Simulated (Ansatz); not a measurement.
# InP (F-43m) in Ansatz: notebook

The runs below take InP through band structure, phonons, single point, equation of state, with PBEsol, RPBE+D4.

Everything below comes from runs of Ansatz 0.2.0. Logs are shortened: lines on timing, memory, paths and dates and some standing lists are left out, and cuts for length are marked.

**Experimental background.**

From a printed reference work, data compilation, for a bulk crystal of InP: band gap 1.4236 eV (direct) at 1.6 K; bulk modulus 71 GPa.

The runs below are set against these values where they give the same quantity.

## 1. Starting point

Symmetry: F-43m, No. 216, cubic system. Conventional cell: a = 5.861 Å, b = 5.861 Å, c = 5.861 Å, α = 90.00°, β = 90.00°, γ = 90.00°. Around In (site symmetry -43m) lie 4 P at 2.54 Å. Around P (site symmetry -43m) lie 4 In at 2.54 Å.

## 2. Band structure, PBEsol

input.yaml

```yaml
crystal:
  lattice:
    - [0.0, 2.9305, 2.9305]
    - [2.9305, 0.0, 2.9305]
    - [2.9305, 2.9305, 0.0]
  atoms:
    - { symbol: In, position: [0.0, 0.0, 0.0] }
    - { symbol: P, position: [0.75, 0.75, 0.75] }
hamiltonian:
  xc: pbesol
  pseudopotentials: { kind: paw }
kpoints:
  mp_grid: { grid: [8, 8, 8] }
  band_path:
    path:
      - [[0.0, 0.0, 0.0], [0.5, 0.0, 0.5], [0.5, 0.25, 0.75], [0.375, 0.375, 0.75], [0.0, 0.0, 0.0], [0.5, 0.5, 0.5], [0.625, 0.25, 0.625], [0.5, 0.25, 0.75], [0.5, 0.5, 0.5], [0.375, 0.375, 0.75]]
      - [[0.625, 0.25, 0.625], [0.5, 0.0, 0.5]]
    npoints: 14
scf:
  occupations: { method: fermi_dirac, width: 0.05 }
  n_extra_bands: 6
output:
  forces: true
  stress: true
  eigenvalues: true
  fatbands: false
```

Potentials or basis: Ansatz PAW.

Launch:

```sh
ansatz run input.yaml --threads 2 --pin off --max-ram 5120MiB --backend cpu --events-out ev --progress --plain --runs-dir out
```

Log:

```text
Warning: RAYON_NUM_THREADS=2 ignored (pool sized by the plan → 2); use --threads N
scf.n_extra_bands = 6 over 9 filled bands (N_el = 18.0): the run solves 15 bands
Engine: ansatz 0.2.0, x86_64-unknown-linux-gnu
Pseudopotentials: kind: paw
Pseudopotential: In, paw, valence charge 13, recommended cutoff 420 eV (normal), In.paw.azcp
Pseudopotential: P, paw, valence charge 5, recommended cutoff 420 eV (normal), P.paw.azcp
Functional definition: PBEsol
  exchange = pbesol_x
  correlation = pbesol_c
Crystal: 2 atoms, lattice volume = 50.333 Å³
Basis set: ecut = 420 eV, 941 PW (Γ), exchange–correlation on 60×60×60 points (8 copies of the dense FFT grid, shifted against one another)
Bands: 15, of which v1, the nominal top of the filled ones, is band 9 counted from 1 (8 counted from 0)
Symmetry: 24 space group operations
Space group: F-43m (ITA 216), of the structure as read, at distance tolerance 3.7e-5 Å
k-points: 29 of 512 (time reversal used)
Non-local potential: In, projectors of the file, l = 0: 2, l = 1: 2, l = 2: 2, l = 3: 2
Non-local potential: P, projectors of the file, l = 0: 2, l = 1: 2, l = 2: 2
PAW form: soft (Blöchl's): semilocal exchange-correlation on the pseudo side does not see the compensation charge
PAW frozen core: In, regenerated for the run's functional, and the local potential with it (the file was generated under x = pbe(κ = 0.804, μ = 0.2195149727645171), c = pbe(β = 0.06672455060314922))
PAW frozen core: P, regenerated for the run's functional, and the local potential with it (the file was generated under x = pbe(κ = 0.804, μ = 0.2195149727645171), c = pbe(β = 0.06672455060314922))
PAW one-centre angular grid: In, 590 points (default); XC on 64 Gauss nodes
PAW one-centre angular grid: P, 110 points (default); XC on 64 Gauss nodes
Initial density: superposition of atomic densities (neutral atoms: chi_scale 0, normalization atom), corrected by the library's trained network
Initial wavefunctions: pseudopotential atomic-orbital guess
Functional: x = pbesol(κ = 0.804, μ = 0.12345679012345678), c = pbesol(β = 0.046)
SCF iter   1: F=—  HF=-6265.873765 eV  |F-HF|=—  |Δ(HF+E_count)|=         —  Δρ=5.25e-3  dr2=2.58e-2  ethr=1.77e-3  ⟨swp⟩=6.2  Hψ=2768  notcnv=0
preconditioner: auto → none  [insulator: Δε(μ)=0.573 eV  Ē_g=16.168 eV  σ=0.050 eV  W_gap=0.99  n_scr=14 (ndim 8)  ℏωp=22.2 eV  f_vac=0.021  D(μ)=0.00/eV (n_scr^D=0)  ε∞_Penn≈2.9]
SCF iter   2: F=—  HF=-6265.864835 eV  |F-HF|=—  |Δ(HF+E_count)|=   8.93e-3  Δρ=2.11e-3  dr2=2.09e-3  ethr=1.43e-4  ⟨swp⟩=2.6  Hψ=891  notcnv=0  defer=41
SCF iter   3: F=—  HF=-6265.864204 eV  |F-HF|=—  |Δ(HF+E_count)|=   6.30e-4  Δρ=5.29e-4  dr2=1.64e-4  ethr=1.16e-5  ⟨swp⟩=2.0  Hψ=711  notcnv=0  defer=41
SCF iter   4: F=—  HF=-6265.864222 eV  |F-HF|=—  |Δ(HF+E_count)|=   1.74e-5  Δρ=2.59e-4  dr2=3.80e-5  ethr=9.09e-7  ⟨swp⟩=2.0  Hψ=452  notcnv=0  defer=41
SCF iter   5: F=—  HF=-6265.864232 eV  |F-HF|=—  |Δ(HF+E_count)|=   1.05e-5  Δρ=5.71e-5  dr2=2.49e-6  ethr=2.11e-7  ⟨swp⟩=2.0  Hψ=469  notcnv=0  defer=41
SCF iter   6: F=-6265.864233 eV  HF=-6265.864233 eV  |F-HF|=5.15e-9  |Δ(HF+E_count)|=   1.61e-7  Δρ=6.16e-6  dr2=2.61e-8  ethr=5.56e-10  ⟨swp⟩=9.5  Hψ=2508  notcnv=0
SCF 1 converged in 6 iterations: F = -6265.864233 eV  dr2 = 2.61e-8
NSCF: frozen V_eff on 142 k-points
SCF converged after 6 iterations
Free energy (F): -6265.864233 eV
Harris-Foulkes:  -6265.864233 eV  (|F-HF|=5.15e-9)
Internal energy: -6265.864221 eV  (E = F + TS)
E sigma→0 (E₀):  -6265.864227 eV
Entropy (-TS):   -0.000011 eV (-0.006 meV/atom)
Fermi energy:    7.233428 eV
--- Per-component energies (eV) ---
  E_band       = -53.904959
  E_kinetic    = 313.653698
  E_local      = -1399.032211  (includes V_loc(G=0)·N_el)
  E_nonlocal   = 402.801543
  E_hartree    = 550.359795
  E_xc         = -274.172931
  E_vxc        = -160.246676  (∫ρ·V_xc dr)
  E_paw        = -4639.047855  (= ΣΔE_a)
  E_vpaw       = -311.799169  (= ΣTr[D̂ρ^β])
  E_aug_tail   = 0.000029  (compensation charges beyond the density's cutoff)
  E_ewald      = -1220.708286
  E_core_change = 0.281999  (= ΣΔE_core)
  E_smearing   = -0.000011  (= −TS)
  E_closure    = -0.000000  (closes the sum)
  Σ components = -6265.864233   (vs F -6265.864233, Δ=0.00e0)
--- Forces (eV/Å), atoms counted from 1 ---
  atom   1  In    -0.00000000     0.00000000     0.00000000
  atom   2  P      0.00000000    -0.00000000     0.00000000
  max |Σ_I F_I| component: 9.25e-17 eV/Å
--- Stress (GPa, compression-positive) ---
        0.599235       0.000000      -0.000000
       -0.000000       0.599235       0.000000
        0.000000       0.000000       0.599235
  P = ⅓ Tr σ = 0.5992 GPa (5.992 kbar)
--- Band table (eV; the first three rows and the last of 29) ---
  k-point 0: bands = ["-7.2663", "-7.2663", "-7.2663", "-7.1110", "-7.1110", "-4.6514", "6.8942", "6.8942", "6.8942", "7.5105", "10.9052", "10.9052", "10.9052", "15.2562", "16.2713"]
  k-point 1: bands = ["-7.2857", "-7.2588", "-7.2588", "-7.1109", "-7.1109", "-4.4713", "5.3210", "6.7045", "6.7045", "8.4744", "11.0489", "11.1856", "11.1856", "15.6140", "15.6140"]
  k-point 2: bands = ["-7.3299", "-7.2427", "-7.2427", "-7.1084", "-7.1084", "-3.9679", "3.4092", "6.3280", "6.3280", "8.5994", "11.6106", "11.6106", "12.1180", "15.3862", "15.3862"]
  k-point 28: bands = ["-7.4202", "-7.2057", "-7.1688", "-7.1325", "-7.0958", "-2.1572", "1.2345", "3.8937", "3.9297", "11.0881", "11.2331", "12.3650", "12.9667", "16.9890", "18.0888"]
```

It took 2.5 s on 2 threads of AMD EPYC 7B13 (Zen 3), shared host; peak memory 0.39 GiB.

Results:

| Item | Value |
| --- | --- |
| Free energy | -6265.8642 eV |
| Pressure | 0.6 GPa |
| Band gap on the k mesh | 0.62 eV, direct |
| Band gap along the path | 0.62 eV, direct |

Levels at the corners of the path, in eV from the valence-band top:
```tsv
point	band 7	band 8	band 9	band 10	band 11	band 12
Γ	0.00	0.00	0.00	0.62	4.01	4.01
X	-5.81	-2.35	-2.35	1.63	2.17	9.09
W	-5.66	-3.00	-2.96	4.19	4.34	5.47
K	-5.67	-3.36	-1.97	2.25	4.32	7.42
Γ	0.00	0.00	0.00	0.62	4.01	4.01
L	-5.80	-0.98	-0.98	1.40	4.73	4.73
U	-5.67	-3.36	-1.97	2.25	4.32	7.42
W	-5.66	-3.00	-2.96	4.19	4.34	5.47
L	-5.80	-0.98	-0.98	1.40	4.73	4.73
K	-5.67	-3.36	-1.97	2.25	4.32	7.42
U	-5.67	-3.36	-1.97	2.25	4.32	7.42
X	-5.81	-2.35	-2.35	1.63	2.17	9.09
```

Caveat: spin-orbit coupling is left out, which moves the levels of the heavy elements; the PAW data sets come from PBE, with cores solved anew for the run's functional, which leaves a small shift of forces and pressure.

## 3. Phonons, PBEsol

input.yaml, as its differences from that of step 2:

```diff
@@ -13,3 +13,11 @@
   mp_grid: { grid: [8, 8, 8] }
-  band_path:
+scf:
+  occupations: { method: fixed }
+phonons:
+  method: dfpt
+  dielectric: true
+  rigid_motions: translations
+  qmesh: [2, 2, 2]
+  temperatures: { t_max: 1000, t_step: 100 }
+  qpath:
     path:
@@ -17,10 +25,2 @@
       - [[0.625, 0.25, 0.625], [0.5, 0.0, 0.5]]
-    npoints: 14
-scf:
-  occupations: { method: fermi_dirac, width: 0.05 }
-  n_extra_bands: 6
-output:
-  forces: true
-  stress: true
-  eigenvalues: true
-  fatbands: false
+    npoints: 8
```

Potentials or basis: Ansatz PAW.

Launch:

```sh
ansatz run input.yaml --threads 2 --pin off --max-ram 5120MiB --backend cpu --events-out ev --progress --plain --runs-dir out
```

Log:

```text
Warning: phonons: the dynamical matrix that this run interpolates holds no multipole term above the dipole-dipole one, and a site of this crystal is no centre of inversion, so its interpolated transverse optical and acoustic branches and sound speeds can stay off near Gamma, and the density of states and the thermodynamics with them. What a run solves at a wave vector of phonons.qpoints, Gamma apart, where the deck admits one, is free of this, and under fd what a larger phonons.supercell samples
Warning: RAYON_NUM_THREADS=2 ignored (pool sized by the plan → 2); use --threads N
[... 7 set-up lines as earlier in the session ...]
Crystal: 2 atoms, lattice volume = 50.333 Å³
Basis set: ecut = 420 eV, 941 PW (Γ), exchange–correlation on 60×60×60 points (8 copies of the dense FFT grid, shifted against one another)
Bands: 13, of which v1, the nominal top of the filled ones, is band 9 counted from 1 (8 counted from 0)
[... 1 set-up line as earlier in the session ...]
k-points: 95 of 512 (irreducible under 4 space group operations, time reversal used)
[... 10 set-up lines as earlier in the session ...]
SCF iter   1: F=—  HF=-6265.873914 eV  |F-HF|=—  |Δ(HF+E_count)|=         —  Δρ=5.36e-3  dr2=2.60e-2  ethr=1.77e-3  ⟨swp⟩=5.1  Hψ=6531  notcnv=0  defer=175
preconditioner: auto → none  [insulator: Δε(μ)=0.573 eV  Ē_g=14.631 eV  n_scr=14 (ndim 8)  ℏωp=22.2 eV  f_vac=0.021  ε∞_Penn≈3.3]
SCF iter   2: F=—  HF=-6265.864612 eV  |F-HF|=—  |Δ(HF+E_count)|=   9.30e-3  Δρ=1.85e-3  dr2=1.59e-3  ethr=1.44e-4  ⟨swp⟩=2.9  Hψ=2516  notcnv=0  defer=184
SCF iter   3: F=—  HF=-6265.864205 eV  |F-HF|=—  |Δ(HF+E_count)|=   4.07e-4  Δρ=5.11e-4  dr2=1.54e-4  ethr=8.81e-6  ⟨swp⟩=2.9  Hψ=2414  notcnv=0  defer=185
SCF iter   4: F=—  HF=-6265.864221 eV  |F-HF|=—  |Δ(HF+E_count)|=   1.64e-5  Δρ=2.43e-4  dr2=3.05e-5  ethr=8.58e-7  ⟨swp⟩=2.0  Hψ=1453  notcnv=0  defer=185
SCF iter   5: F=—  HF=-6265.864231 eV  |F-HF|=—  |Δ(HF+E_count)|=   1.01e-5  Δρ=4.73e-5  dr2=1.64e-6  ethr=1.69e-7  ⟨swp⟩=2.1  Hψ=1472  notcnv=0  defer=171
SCF iter   6: F=—  HF=-6265.864231 eV  |F-HF|=—  |Δ(HF+E_count)|=   2.28e-7  Δρ=4.49e-6  dr2=8.18e-9  ethr=9.11e-9  ⟨swp⟩=2.0  Hψ=1622  notcnv=0  defer=167
SCF iter   7: F=-6265.864231 eV  HF=-6265.864231 eV  |F-HF|=2.27e-11  |Δ(HF+E_count)|=   2.65e-9  Δρ=4.63e-7  dr2=9.09e-11  ethr=1.00e-12  ⟨swp⟩=10.4  Hψ=10132  notcnv=0
SCF 1 converged in 7 iterations: F = -6265.864231 eV  dr2 = 9.09e-11
DFPT response loops at Γ: preconditioner auto → none (the input reference at scf.mixing.eps_inf says where Resta's filter doesn't serve); β = 0.50; Broyden in place of MSR1
── the response to a field inside a basis, on 10×10×10 k-points: an SCF that follows is theirs, and a resumed run solves both again ──
Bands: 10, of which v1, the nominal top of the filled ones, is band 9 counted from 1 (8 counted from 0)
k-points: 110
Initial density: handed on by an earlier stage of this run
Initial wavefunctions: pseudopotential atomic-orbital guess (no wavefunctions were taken with the density)
Eigensolver: Dense (110 Hₖ)
SCF iter   1: F=—  HF=-6265.864660 eV  |F-HF|=—  |Δ(HF+E_count)|=         —  Δρ=1.10e-4  dr2=7.38e-6  ethr=1.00e-1
preconditioner: auto → none  [insulator: Δε(μ)=0.659 eV  Ē_g=12.507 eV  n_scr=14 (ndim 8)  ℏωp=22.2 eV  f_vac=0.009  ε∞_Penn≈4.2]
SCF iter   2: F=—  HF=-6265.864659 eV  |F-HF|=—  |Δ(HF+E_count)|=   8.59e-7  Δρ=4.93e-5  dr2=5.48e-7  ethr=4.10e-8
SCF iter   3: F=-6265.864659 eV  HF=-6265.864659 eV  |F-HF|=9.20e-8  |Δ(HF+E_count)|=   2.06e-7  Δρ=2.15e-5  dr2=9.85e-8  ethr=3.04e-9
SCF 1 converged in 3 iterations: F = -6265.864659 eV  dr2 = 9.85e-8
DFPT response loops at Γ: mixed as the last ones told, above
[... 23 lines left out ...]
  E_ewald      = -1220.708286
  E_core_change = 0.281999  (= ΣΔE_core)
  E_smearing   = -0.000000  (= −TS)
  E_closure    = 0.000000  (closes the sum)
  Σ components = -6265.864231   (vs F -6265.864231, Δ=0.00e0)
--- Band table (eV; the first three rows and the last of 95) ---
  k-point 0: bands = ["-7.2662", "-7.2662", "-7.2662", "-7.1109", "-7.1109", "-4.6515", "6.8941", "6.8941", "6.8941", "7.5104", "10.9051", "10.9051", "10.9051"]
  k-point 1: bands = ["-7.2856", "-7.2587", "-7.2587", "-7.1108", "-7.1108", "-4.4714", "5.3209", "6.7044", "6.7044", "8.4743", "11.0488", "11.1856", "11.1856"]
  k-point 2: bands = ["-7.3298", "-7.2426", "-7.2426", "-7.1083", "-7.1083", "-3.9680", "3.4091", "6.3279", "6.3279", "8.5993", "11.6106", "11.6106", "12.1179"]
  k-point 94: bands = ["-7.4201", "-7.2056", "-7.1687", "-7.1324", "-7.0957", "-2.1573", "1.2345", "3.8936", "3.9296", "11.0880", "11.2330", "12.3650", "12.9666"]
--- Phonons (Γ-DFPT): 2 representative perturbations + reference, on 95 of 512 k-points (Σ response iterations 6) ---
  k mesh reduced under 4 symmetry operations, with k and −k counted as one. Each operation leaves every solved perturbation unchanged. A smaller set is not considered because the run solves the response to a homogeneous field
  ASR residual: 4.623e-5 → 0.000e0 eV/Å²; symmetrization residual: 6.958e-6 eV/Å²
  ASR residual per site (eV/Å²): 4.62e-5 3.59e-5
  Γ frequencies (cm⁻¹): 0.00 0.00 0.00 299.83 299.83 299.83
  ε∞ (high-frequency dielectric tensor):
       11.405447     0.000000    -0.000000
        0.000000    11.405447     0.000000
       -0.000000     0.000000    11.405447
  ε⁰ (static dielectric tensor: ions relaxed, cell fixed):
       14.203275    -0.000000    -0.000000
       -0.000000    14.203275    -0.000000
       -0.000000    -0.000000    14.203275
  ε⁰ − ε∞ (ionic part):
        2.797828    -0.000000    -0.000000
       -0.000000     2.797828    -0.000000
       -0.000000    -0.000000     2.797828
  softest optical mode at Γ: 299.83 cm⁻¹; the repairs (sum rule, projections) moved no ω² at Γ by more than (0.83 cm⁻¹)²
  Born effective charges Z* (e; rows j = field, columns β = displacement):
    site 0:
         2.50518   -0.00000   -0.00000
        -0.00000    2.50518    0.00000
        -0.00000    0.00000    2.50518
    site 1:
        -2.50518    0.00000    0.00000
         0.00000   -2.50518   -0.00000
         0.00000   -0.00000   -2.50518
  Z* charge neutrality: 8.488e-4 e pre-enforcement
  solved inside a basis spanned on kpoints, on 10×10×10 k-points transformed towards the longest dipole: ε∞ is read to err by 3.8e-2, Z* by 1.4e-2 e (field_mesh: kpoints solves on kpoints); Z* is corrected for what the basis lacks
  optical modes at Γ without the LO–TO term, one row a degenerate level:
      ω (cm⁻¹)  modes    IR ((D/Å)²/amu)
        299.83      3            17.8069
  optical modes at Γ + LO–TO along q̂ = [1.0000, 0.0000, 0.0000]:
      ω (cm⁻¹)  modes    IR ((D/Å)²/amu)
        299.83      2            11.8713
        334.59      1             5.9356
  optical modes at Γ + LO–TO along q̂ = [0.0000, 1.0000, 0.0000]:
      ω (cm⁻¹)  modes    IR ((D/Å)²/amu)
        299.83      2            11.8713
        334.59      1             5.9356
  optical modes at Γ + LO–TO along q̂ = [0.0000, 0.0000, 1.0000]:
      ω (cm⁻¹)  modes    IR ((D/Å)²/amu)
        299.83      2            11.8713
        334.59      1             5.9356
--- Phonons (arbitrary-q DFPT): 3 irreducible q on the 2×2×2 mesh ---
  q = [0.0000, 0.0000, 0.0000] (star 1, of the zone-centre solve; hermiticity 1.73e-6, symmetrization 1.15e-13): 0.00 0.00 0.00 299.83 299.83 299.83
  q = [0.0000, 0.0000, -0.5000] (star 4, 2 solved perturbations on 150 of 512 k-point pairs; hermiticity 8.96e-7, symmetrization 5.85e-13): 51.00 51.00 162.82 307.12 307.12 327.95
  q = [0.0000, -0.5000, -0.5000] (star 3, 4 solved perturbations in 308 linear systems a pass and spin channel, the states on 95 of 512 k-point pairs; hermiticity 2.83e-7, symmetrization 4.94e-13): 63.47 63.47 176.77 316.73 316.73 321.10
  sum rule: each row above includes the acoustic sum rule's correction from the zone centre's row sums; it moved no ω² by more than (0.56 cm⁻¹)²
  mesh force constants: q→R imaginary residual 4.93e-17; ASR residual 4.623e-5 → 0.000e0 eV/Å²; symmetrization residual 3.997e-15 eV/Å²
  interpolated dispersion: 83 rows × 6 modes
  density of states and harmonic sums: on the 18×18×18 q-mesh, interpolated from the force constants of a 2×2×2 supercell (with the dipole–dipole term)
  largest difference from the sums on the solved wave vectors: F 6.48e-2 eV, S 9.71e-5 and C_V 3.22e-5 eV/K
  zero-point energy: 0.075687 eV/cell   skipped modes (ω ≤ 0): 3   left out of the sums: 8.57e-5 of the cell's modes: C_V's classical limit lies that fraction below 3 k_B per atom; for a crystal, a wire or a layer, F and S can be off by more, and a phonons.interpolated_qmesh denser along its periods is the remedy for the sampling
```

It took 39 s on 2 threads of AMD EPYC 7B13 (Zen 3), shared host; peak memory 0.73 GiB.

Results:

```yaml
Free_energy: -6265.8642 eV
Band_gap_on_the_k_mesh: 0.62 eV, direct
Highest_phonon_frequency_LO-TO_splitting_left_out: 328 cm⁻¹
```

Phonon frequencies in cm⁻¹ (negative: imaginary):
```csv
q point,frequencies
"(0.000, 0.000, 0.000)",0 0 0 300 300 300
"(0.000, 0.000, -0.500)",51 51 163 307 307 328
"(0.000, -0.500, -0.500)",63 63 177 317 317 321
```

Caveat: spin-orbit coupling is left out, which moves the levels of the heavy elements; the q mesh is small, so phonon branches between its points and thermal values are rough; the PAW data sets come from PBE, with cores solved anew for the run's functional, which leaves a small shift of forces and pressure.

(Continued in part 2 of 2.)
